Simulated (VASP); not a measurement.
# CeO (R-3m) in VASP: a series of runs

One crystal, CeO, is run at these levels: LDA+U; tasks: single point.

Everything below comes from runs of VASP 6.6.1. Logs are shortened: lines on timing, memory, paths and dates and some standing lists are left out, and cuts for length are marked.

**1. Starting point**

The structure is trigonal, space group R-3m (No. 166). The conventional cell has a = 2.464 Å, b = 2.464 Å, c = 11.791 Å, α = 90.00°, β = 90.00°, γ = 120.00°. Around Ce (site symmetry -3m) lie 6 O at 2.43 Å and 6 Ce at 2.46 Å. O (site symmetry -3m) is surrounded by 6 Ce at 2.43 Å and 6 O at 2.46 Å.

The cell comes from a database or a generator and needn't be the stable form of this composition.

**2. Single point, LDA+U, collinear spin, ferromagnetic start**

Input file INCAR:

```
SYSTEM = CeO
ALGO = Normal ; EDIFF = 1E-7
ENCUT = 520 ; GGA = CA
ISIF = 2 ; ISMEAR = 0
ISPIN = 2 ; LASPH = .True.
LCHARG = .False. ; LDAU = .True.
LDAUJ = 0 0 ; LDAUL = 3 -1
LDAUPRINT = 1 ; LDAUTYPE = 2
LDAUU = 5 0 ; LMAXMIX = 6
LORBIT = 11 ; LREAL = .False.
LWAVE = .False. ; MAGMOM = 1 0
NELM = 150 ; PREC = Accurate
SIGMA = 0.05
```

Input file KPOINTS:

```
k-points
0
Gamma
  9 9 9
  0 0 0
```

Input file POSCAR:

```
CeO
1.0
    1.2318552300      0.7112119500      3.9303922000
   -1.2318552300      0.7112119500      3.9303922000
    0.0000000000     -1.4224239000      3.9303922000
Ce O
1 1
Direct
    0.5000000000      0.5000000000      0.5000000000
    0.0000000000      0.0000000000      0.0000000000
```

Potentials or basis: VASP PAW LDA potentials, release 64 (Ce, O).

Run with:

```bash
cat potpaw_LDA.64/Ce/POTCAR potpaw_LDA.64/O/POTCAR > POTCAR
mpirun -np 1 vasp_std > vasp.out
```

OUTCAR:

```text
SYSTEM = CeO
   EDIFF = 1E-7
   ENCUT = 520
   GGA = CA
   ISIF = 2
   ISMEAR = 0
   ISPIN = 2
   LASPH = .True.
   LORBIT = 11
   LREAL = .False.
   NELM = 150
   PREC = Accurate

 ion  position               nearest neighbor table
   1  0.500  0.500  0.500-   2 2.43   2 2.43   2 2.43   2 2.43   2 2.43   2 2.43
   2  0.000  0.000  0.000-   1 2.43   1 2.43   1 2.43   1 2.43   1 2.43   1 2.43

  LATTYP: Found a trigonal (rhomboedric) cell.
 ALAT       =     4.1798651403
 COS(alpha) =     0.8262900079

  Lattice vectors:

 A1 = (   1.2318552300,   0.7112119500,   3.9303922000)
 A2 = (  -1.2318552300,   0.7112119500,   3.9303922000)
 A3 = (   0.0000000000,  -1.4224239000,   3.9303922000)

Analysis of symmetry for initial positions (statically):
=====================================================================
 Subroutine PRICEL returns:
 Original cell was already a primitive cell.

 Routine SETGRP: Setting up the symmetry group for a
 trigonal (rhombohedral) supercell.

 Subroutine GETGRP returns: Found 12 space group operations
 (whereof 12 operations were pure point group operations)
 out of a pool of 12 trial point group operations.

The static configuration has the point symmetry D_3d.

Analysis of symmetry for dynamics (positions and initial velocities):
=====================================================================
 Subroutine PRICEL returns:
 Original cell was already a primitive cell.

 Routine SETGRP: Setting up the symmetry group for a
 trigonal (rhombohedral) supercell.

 Subroutine GETGRP returns: Found 12 space group operations
 (whereof 12 operations were pure point group operations)
 out of a pool of 12 trial point group operations.

The dynamic configuration has the point symmetry D_3d.

Analysis of structural, dynamic, and magnetic symmetry:
=====================================================================
 Subroutine PRICEL returns:
 Original cell was already a primitive cell.

 Routine SETGRP: Setting up the symmetry group for a
 trigonal (rhombohedral) supercell.

 Subroutine GETGRP returns: Found 12 space group operations
[... 193 lines left out ...]
  o =  0.0867  v =  0.0000  0.0000  0.0000  0.0000  0.0000  0.0000  0.0000 -0.0000  0.0000  0.8350 -0.0000 -0.0000 -0.5502 -0.0000      0.0000  0.0000  0.0000  0.0000  0.0000  0.0000  0.0000  0.0000  0.0000  0.0000  0.0000  0.0000  0.0000  0.0000
  o =  0.3560  v = -0.9945  0.0000 -0.0000  0.1050 -0.0000  0.0000 -0.0000  0.0000  0.0000  0.0000  0.0000  0.0000  0.0000  0.0000      0.0000  0.0000  0.0000  0.0000  0.0000  0.0000  0.0000  0.0000  0.0000  0.0000  0.0000  0.0000  0.0000  0.0000
  o =  0.3560  v =  0.0000  0.0000  0.0000  0.0000  0.0000  0.0000  0.0000 -0.9945  0.0000 -0.0000  0.1051 -0.0000  0.0000 -0.0000      0.0000  0.0000  0.0000  0.0000  0.0000  0.0000  0.0000  0.0000  0.0000  0.0000  0.0000  0.0000  0.0000  0.0000

 number of electron      17.9999999 magnetization      -0.0000340

 Free energy of the ion-electron system (eV)
  ---------------------------------------------------
  ext. energy  EPLUGINS =         0.00000000
  ---------------------------------------------------
  free energy    TOTEN  =        -9.17197620 eV

  energy without entropy =       -9.17089918  energy(sigma->0) =       -9.17143769

 E-fermi :  14.0111     XC(G=0): -14.3745

 val. band max:       13.9824379187   @ k =  -0.3333   0.4444   0.2222
 cond. band min:      14.0243406483   @ k =  -0.3333   0.3333   0.3333
 fundamental gap:      0.0419027296
 Fermi energy:        14.0110665695

 spin component 1

 k-point     1 :       0.0000    0.0000    0.0000
  band No.  band energies     occupation
      1     -25.0797      1.00000
      2      -6.7845      1.00000
      3      -5.4263      1.00000
      4       2.7530      1.00000
      5       2.7530      1.00000
      6      10.8416      1.00000
      7      12.3925      1.00000
      8      13.3421      1.00000
      9      13.3421      1.00000
     10      15.0404      0.00000
     11      15.0955      0.00000
     12      16.0430      0.00000
[... 793 lines left out ...]
      3      -4.3770      1.00000
      4      -2.9425      1.00000
      5      -1.1033      1.00000
      6       8.5032      1.00000
      7       9.7405      1.00000
      8      10.6007      1.00000
      9      12.5027      1.00000
     10      12.9194      1.00000
     11      14.8747      0.00000
     12      15.4796      0.00000
     13      15.6889      0.00000
     14      16.4099      0.00000

 [... further k-points ...]

------------------------ aborting loop because EDIFF is reached ----------------------------------------

  FORCE on cell =-STRESS in cart. coord.  units (eV):
  Direction    XX          YY          ZZ          XY          YZ          ZX
  --------------------------------------------------------------------------------------
  -------------------------------------------------------------------------------------
  Total       30.5483973     30.5483975     -5.4149519      0.0000000      0.0000000      0.0000000
  in kB     2368.9350661   2368.9350751   -419.9130071      0.0000000      0.0000000      0.0000000
  external PRESSURE =    1439.3190447 kB  Pullay stress =       0.0000000 kB

 VOLUME and BASIS-vectors are now :
 -----------------------------------------------------------------------------
  energy-cutoff  :      520.00
  volume of cell :       20.66
      direct lattice vectors                 reciprocal lattice vectors
     1.231855230  0.711211950  3.930392200     0.405891851  0.234341769  0.084809178
    -1.231855230  0.711211950  3.930392200    -0.405891851  0.234341769  0.084809178
     0.000000000 -1.422423900  3.930392200     0.000000000 -0.468683538  0.084809178

 POSITION                                       TOTAL-FORCE (eV/Angst)
 -----------------------------------------------------------------------------------
      0.00000      0.00000      5.89559         0.000000     -0.000000     -0.000000
      0.00000      0.00000      0.00000        -0.000000      0.000000      0.000000
 -----------------------------------------------------------------------------------
    total drift:                               -0.000000     -0.000000      0.000000

  FREE ENERGIE OF THE ION-ELECTRON SYSTEM (eV)
  ---------------------------------------------------
  free  energy   TOTEN  =        -9.1719761987 eV

  energy  without entropy=       -9.1708991786  energy(sigma->0) =       -9.17143769

 total charge

# of ion       s       p       d       f       tot
--------------------------------------------------
    1        2.081   5.729   2.255   1.430  11.495
    2        1.577   3.424   0.000   0.000   5.002
--------------------------------------------------
tot          3.659   9.153   2.255   1.430  16.497

 magnetization (x)

# of ion       s       p       d       f       tot
--------------------------------------------------
    1        0.000   0.000   0.000  -0.000  -0.000
    2       -0.000  -0.000   0.000   0.000  -0.000
--------------------------------------------------
tot          0.000   0.000   0.000  -0.000  -0.000
```

OSZICAR:

```text
N       E                     dE             d eps       ncg     rms          rms(c)
DAV:   1     0.129843835330E+03    0.12984E+03   -0.78745E+03  4984   0.165E+03
DAV:   2     0.726519184271E+01   -0.12258E+03   -0.11356E+03  5834   0.270E+02
[... 24 lines left out ...]
DAV:  27    -0.917203931592E+01    0.56603E-05   -0.28860E-06  7422   0.143E-02    0.358E+00
DAV:  28    -0.917200265766E+01    0.36658E-04   -0.50282E-05  7746   0.635E-02    0.218E+00
DAV:  29    -0.917197673354E+01    0.25924E-04   -0.94090E-05  8134   0.965E-02    0.430E-01
DAV:  30    -0.917197691667E+01   -0.18313E-06   -0.62679E-06  6516   0.219E-02    0.276E-01
DAV:  31    -0.917197617076E+01    0.74591E-06   -0.45626E-06  7986   0.246E-02    0.126E-01
DAV:  32    -0.917197619873E+01   -0.27969E-07   -0.23853E-07  5056   0.469E-03
   1 F= -.91719762E+01 E0= -.91714377E+01  d E =-.107702E-02  mag=    -0.0000
```

Run time: 2.9 min. Hardware: 1 thread of Intel Xeon Platinum 8488C (Sapphire Rapids), shared host; peak memory 0.21 GiB.

What came out:

| Quantity | Value |
| --- | --- |
| Free energy | -9.1720 eV |
| Pressure | 143.9 GPa |
| Band gap on the k mesh | none (metal or under the smearing width) |
| Net moment | 0.00 μB per cell |
| Valence electrons inside the program's atomic spheres | Ce 11.49; O 5.00 |

Levels at points of the mesh, in eV from the Fermi level:
Spin up:
```
           k point  band 7  band 8  band 9  band 10  band 11  band 12
(0.00, 0.00, 0.00)   -1.62   -0.67   -0.67     1.03     1.08     2.03
```
Spin down:
```
           k point  band 7  band 8  band 9  band 10  band 11  band 12
(0.00, 0.00, 0.00)   -1.62   -0.67   -0.67     1.03     1.08     2.03
```

Eigenvalues of the final occupation matrices:
```tsv
site	spin	trace	eigenvalues
site 1 f	1	0.73	0.04 0.04 0.04 0.08 0.09 0.09 0.36
site 1 f	2	0.73	0.04 0.04 0.04 0.08 0.09 0.09 0.36
```

Caveat: the magnetic or orbital state may not be the lowest; a pressure of tens of GPa on the cell as given is suspect, and the run, the potentials or the cell itself is likely at fault; spin-orbit coupling is left out, which moves the levels of the heavy elements. The state reached can hang on the start; a lower one may exist.

**3. Single point, LDA+U, collinear spin, zero start**

Input file INCAR:

```
SYSTEM = CeO
  PREC = Accurate
  ENCUT = 520
  EDIFF = 1E-6
  ISMEAR = 0
  SIGMA = 0.05
  LREAL = .False.
  LASPH = .True.
  NELM = 120
  ALGO = Normal
  ISIF = 2
  LWAVE = .False.
  LCHARG = .False.
  ISPIN = 2
  MAGMOM = 0 0
  LORBIT = 11
  LMAXMIX = 6
  LDAU = .True.
  LDAUTYPE = 2
  LDAUL = 3 -1
  LDAUU = 5 0
  LDAUJ = 0 0
  LDAUPRINT = 1
  GGA = CA
  NBANDS = 20
```

Input file KPOINTS:

```
regular mesh
0
Gamma
  9 9 9
  0 0 0
```

POSCAR is that of step 2.

Potentials or basis: VASP PAW LDA potentials, release 64 (Ce, O).

Run with:

```bash
cat potpaw_LDA.64/Ce/POTCAR potpaw_LDA.64/O/POTCAR > POTCAR
mpirun -np 1 vasp_std > vasp.out
```

OUTCAR:

```text
SYSTEM = CeO
   PREC = Accurate
   ENCUT = 520
   EDIFF = 1E-6
   ISMEAR = 0
   LREAL = .False.
   LASPH = .True.
   NELM = 120
   ISIF = 2
   ISPIN = 2
   LORBIT = 11
   GGA = CA

 ion  position               nearest neighbor table
   1  0.500  0.500  0.500-   2 2.43   2 2.43   2 2.43   2 2.43   2 2.43   2 2.43
   2  0.000  0.000  0.000-   1 2.43   1 2.43   1 2.43   1 2.43   1 2.43   1 2.43

  LATTYP: Found a trigonal (rhomboedric) cell.
 ALAT       =     4.1798651403
 COS(alpha) =     0.8262900079

  Lattice vectors:

 A1 = (   1.2318552300,   0.7112119500,   3.9303922000)
 A2 = (  -1.2318552300,   0.7112119500,   3.9303922000)
 A3 = (   0.0000000000,  -1.4224239000,   3.9303922000)

Analysis of symmetry for initial positions (statically):
=====================================================================
 Subroutine PRICEL returns:
 Original cell was already a primitive cell.

[... 255 lines left out ...]
      5       2.7529      1.00000
      6      10.8416      1.00000
[... 1097 lines left out ...]
     19      21.9770      0.00000
     20      31.1041      0.00000

 [... further k-points ...]

------------------------ aborting loop because EDIFF is reached ----------------------------------------

  FORCE on cell =-STRESS in cart. coord.  units (eV):
  Direction    XX          YY          ZZ          XY          YZ          ZX
  --------------------------------------------------------------------------------------
  -------------------------------------------------------------------------------------
  Total       30.5553383     30.5553384     -5.4165200      0.0000000      0.0000000      0.0000000
  in kB     2369.4733138   2369.4733228   -420.0346113      0.0000000      0.0000000      0.0000000
  external PRESSURE =    1439.6373417 kB  Pullay stress =       0.0000000 kB

 VOLUME and BASIS-vectors are now :
 -----------------------------------------------------------------------------
  energy-cutoff  :      520.00
  volume of cell :       20.66
      direct lattice vectors                 reciprocal lattice vectors
     1.231855230  0.711211950  3.930392200     0.405891851  0.234341769  0.084809178
    -1.231855230  0.711211950  3.930392200    -0.405891851  0.234341769  0.084809178
     0.000000000 -1.422423900  3.930392200     0.000000000 -0.468683538  0.084809178

 POSITION                                       TOTAL-FORCE (eV/Angst)
 -----------------------------------------------------------------------------------
      0.00000      0.00000      5.89559         0.000000     -0.000000      0.000000
      0.00000      0.00000      0.00000         0.000000      0.000000      0.000000
 -----------------------------------------------------------------------------------
    total drift:                               -0.000000     -0.000000      0.000000

  FREE ENERGIE OF THE ION-ELECTRON SYSTEM (eV)
  ---------------------------------------------------
  free  energy   TOTEN  =        -9.1719761860 eV

  energy  without entropy=       -9.1708985422  energy(sigma->0) =       -9.17143736

 total charge

# of ion       s       p       d       f       tot
--------------------------------------------------
    1        2.081   5.729   2.255   1.430  11.495
    2        1.577   3.424   0.000   0.000   5.002
--------------------------------------------------
tot          3.659   9.153   2.255   1.430  16.497

 magnetization (x)

# of ion       s       p       d       f       tot
--------------------------------------------------
    1        0.000  -0.000  -0.000  -0.000  -0.000
    2       -0.000   0.000   0.000   0.000   0.000
--------------------------------------------------
tot          0.000   0.000  -0.000  -0.000  -0.000
```

Run time: 4.4 min. Hardware: 1 thread of Intel Xeon Platinum 8488C (Sapphire Rapids), shared host; peak memory 0.23 GiB.

What came out:

| Quantity | Value |
| --- | --- |
| Free energy | -9.1720 eV |
| Pressure | 144.0 GPa |
| Band gap on the k mesh | none (metal or under the smearing width) |
| Net moment | 0.00 μB per cell |
| Valence electrons inside the program's atomic spheres | Ce 11.49; O 5.00 |

Stress tensor (GPa, compression positive):
```
236.95   0.00   0.00
  0.00 236.95   0.00
  0.00   0.00 -42.00
```

Eigenvalues of the final occupation matrices:
| site | spin | trace | eigenvalues |
| --- | --- | --- | --- |
| site 1 f | 1 | 0.73 | 0.04 0.04 0.04 0.08 0.09 0.09 0.36 |
| site 1 f | 2 | 0.73 | 0.04 0.04 0.04 0.08 0.09 0.09 0.36 |

Caveat: the magnetic or orbital state may not be the lowest; a pressure of tens of GPa on the cell as given is suspect, and the run, the potentials or the cell itself is likely at fault; spin-orbit coupling is left out, which moves the levels of the heavy elements.

**4. Single point, LDA+U, collinear spin, random start**

Input file INCAR:

```
SYSTEM = CeO
ALGO     = Fast           ! electronic algorithm
EDIFF    = 1E-7           ! SCF threshold, eV
ENCUT    = 520            ! plane-wave cutoff, eV
GGA      = CA             ! functional
ISIF     = 2              ! what is computed and relaxed
ISMEAR   = 0              ! smearing method
ISPIN    = 2              ! spin polarisation
LASPH    = .TRUE.         ! aspherical terms in the spheres
LCHARG   = .FALSE.        ! write CHGCAR
LDAU     = .TRUE.         ! DFT+U
LDAUJ    = 0 0          
LDAUL    = 3 -1           ! shell
LDAUPRINT= 1            
LDAUTYPE = 2            
LDAUU    = 5 0            ! U, eV
LMAXMIX  = 6              ! l up to which the mixer works
LORBIT   = 11             ! projections on sites
LREAL    = .FALSE.        ! projectors in reciprocal space
LWAVE    = .FALSE.        ! write WAVECAR
MAGMOM   = -0.69 0        ! initial moments
NBANDS   = 20             ! bands
NELM     = 150            ! most SCF steps
PREC     = Accurate       ! precision mode
SIGMA    = 0.05           ! smearing width, eV
```

Input file KPOINTS:

```
k-points
0
G
  9 9 9
  0 0 0
```

POSCAR is that of step 3.

Run with:

```bash
cat potpaw_LDA.64/Ce/POTCAR potpaw_LDA.64/O/POTCAR > POTCAR
mpirun -np 1 vasp_std > vasp.out
```

Run time: 7.4 min. Hardware: 1 thread of Intel Xeon Platinum 8488C (Sapphire Rapids), shared host; peak memory 0.24 GiB.

The run converged. Its results:

```yaml
Free_energy: -9.1720 eV
Pressure: 144.0 GPa
Band_gap_on_the_k_mesh: none (metal or under the smearing width)
Net_moment: 0.00 μB per cell
Valence_electrons_inside_the_program's_atomic_spheres: Ce 11.49; O 5.00
```

Stress tensor (GPa, compression positive):
```
236.92   0.00   0.00
  0.00 236.92   0.00
  0.00   0.00 -41.97
```

Levels at points of the mesh, in eV from the Fermi level:
Spin up:
```tsv
k point	band 5	band 6	band 7	band 8	band 9	band 10	band 11	band 12	band 13	band 14
(0.00, 0.00, 0.00)	-11.26	-3.17	-1.62	-0.67	-0.67	1.03	1.08	2.03	2.03	2.66
```
Spin down:
```
           k point  band 6  band 7  band 8  band 9  band 10  band 11  band 12  band 13
(0.00, 0.00, 0.00)   -3.17   -1.62   -0.67   -0.67     1.03     1.08     2.03     2.03
```

Eigenvalues of the final occupation matrices:
| site | spin | trace | eigenvalues |
| --- | --- | --- | --- |
| site 1 f | 1 | 0.73 | 0.04 0.04 0.04 0.08 0.09 0.09 0.36 |
| site 1 f | 2 | 0.73 | 0.04 0.04 0.04 0.08 0.09 0.09 0.36 |

Caveat: the magnetic or orbital state may not be the lowest; a pressure of tens of GPa on the cell as given is suspect, and the run, the potentials or the cell itself is likely at fault; spin-orbit coupling is left out, which moves the levels of the heavy elements.

**5. Single point, LDA+U, collinear spin, ferromagnetic start**

Input file INCAR:

```
SYSTEM = CeO
ALGO = Normal
EDIFF = 1E-6
ENCUT = 520
GGA = CA
ISIF = 2
ISMEAR = 0
ISPIN = 2
LASPH = .True.
LCHARG = .True.
LDAU = .True.
LDAUJ = 0 0
LDAUL = 3 -1
LDAUPRINT = 1
LDAUTYPE = 2
LDAUU = 5 0
LELF = .True.
LMAXMIX = 6
LORBIT = 11
LREAL = .False.
LVHAR = .True.
LWAVE = .False.
MAGMOM = 1 0
NBANDS = 20
NELM = 120
NUPDOWN = 2
PREC = Accurate
SIGMA = 0.05
```

Input file KPOINTS:

```
k-points
0
Gamma
  9 9 9
  0 0 0
```

POSCAR is that of step 4.

Run with:

```bash
cat potpaw_LDA.64/Ce/POTCAR potpaw_LDA.64/O/POTCAR > POTCAR
mpirun -np 1 vasp_std > vasp.out
```

It took 3 min on 1 thread of Intel Xeon Platinum 8488C (Sapphire Rapids), shared host; peak memory 0.22 GiB.

It converged, with:

```yaml
Free_energy: -8.1403 eV
Pressure: 161.1 GPa
Net_moment: 2.00 μB per cell
Site_moments: Ce +1.96; O +0.18 μB
Valence_electrons_inside_the_program's_atomic_spheres: Ce 11.61; O 5.00
```

Stress tensor (GPa, compression positive):
```
251.14   0.00   0.00
  0.00 251.14   0.00
  0.00   0.00 -18.90
```

Eigenvalues of the final occupation matrices:
```
    site  spin  trace                         eigenvalues
site 1 f     1   1.52  0.04 0.04 0.04 0.08 0.08 0.26 0.98
site 1 f     2   0.24  0.02 0.02 0.02 0.03 0.05 0.05 0.05
```

Caveat: the magnetic or orbital state may not be the lowest; a pressure of tens of GPa on the cell as given is suspect, and the run, the potentials or the cell itself is likely at fault; spin-orbit coupling is left out, which moves the levels of the heavy elements; the total moment is fixed, so each spin has its own Fermi level. The state reached can hang on the start; a lower one may exist.

**6. Summary**

```csv
spin,fixed moment (μB),gap on the mesh (eV),pressure (GPa),moment (μB)
"collinear, ferromagnetic start",-,none,143.9,0.00
"collinear, zero start",-,none,144.0,0.00
"collinear, random start",-,none,144.0,0.00
"collinear, ferromagnetic start",2,-,161.1,2.00
```

Alike in all rows: task single point; level LDA+U; potentials or basis VASP PAW LDA potentials, release 64 (Ce, O); Ce f U = 5 eV; cell as given; k mesh 9 × 9 × 9; cutoff (eV) 520; smearing gaussian 0.05 eV.

Every run on the cell as given and a fine mesh finds a metal.

Caveats: the magnetic or orbital state may not be the lowest; a pressure of tens of GPa on the cell as given is suspect, and the run, the potentials or the cell itself is likely at fault; spin-orbit coupling is left out, which moves the levels of the heavy elements; the total moment is fixed, so each spin has its own Fermi level (some runs).

Total energies depend on the potentials used, so only differences within one code and one set of settings carry meaning.
